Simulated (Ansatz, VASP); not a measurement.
# One calculation of KBr, two programs

The input INCAR:

```
SYSTEM = KBr
PREC = Accurate
ENCUT = 520
EDIFF = 1E-6
ISMEAR = 0
SIGMA = 0.05
LREAL = .False.
LASPH = .True.
NELM = 80
ALGO = Normal
ISIF = 2
LWAVE = .False.
LCHARG = .False.
GGA = CA
NBANDS = 15
```

Contents of KPOINTS:

```
Automatic mesh
0
Gamma
  6 6 6
  0 0 0
```

POSCAR

```
KBr
1.0
    0.0000000000      3.2431125000      3.2925000000
    3.2431125000      0.0000000000      3.2925000000
    3.2431125000      3.2431125000      0.0000000000
K Br
1 1
Direct
    0.0000000000      0.0000000000      0.0000000000
    0.5000000000      0.5000000000      0.5000000000
```

Input for Ansatz:

```yaml
crystal:
  lattice:
    - [0.0, 3.2431125, 3.2925]
    - [3.2431125, 0.0, 3.2925]
    - [3.2431125, 3.2431125, 0.0]
  atoms:
    - { symbol: K, position: [0.0, 0.0, 0.0] }
    - { symbol: Br, position: [0.5, 0.5, 0.5] }
basis:
  ecutwfc: 420
kpoints:
  mp_grid: { grid: [6, 6, 6] }
hamiltonian:
  xc: lda
scf:
  occupations: { method: gaussian, width: 0.05 }
output:
  forces: true
  stress: true
  eigenvalues: true
```

Change from the starting cell: strain -0.015 along x and y, +0.000 along z, atoms carried along.

Alike in both runs: task single point; functional LDA; k mesh 6 × 6 × 6; occupations gaussian, width 0.05 eV; no spin polarisation.

|  | VASP | Ansatz |
| --- | --- | --- |
| version | VASP 6.6.1 | Ansatz 0.2.0 |
| potentials or method | VASP PAW LDA potentials, release 64 (K_sv, Br) | scalar-relativistic, plane waves, PAW |
| plane-wave cutoff (eV) | 520 | 420 |
| valence electrons in the cell | 16 | 16 |

|  | VASP | Ansatz | Ansatz less VASP |
| --- | --- | --- | --- |
| gap on the k mesh at the Fermi level (eV) | 4.13 | 4.12 | -0.008 |
| least direct gap on the mesh (eV) | 4.13 | 4.12 | -0.008 |
| pressure (GPa) | -1.1 | -1.2 | -0.05 |
| largest component of the traceless stress (GPa) | 0.31 | 0.30 | -0.008 |
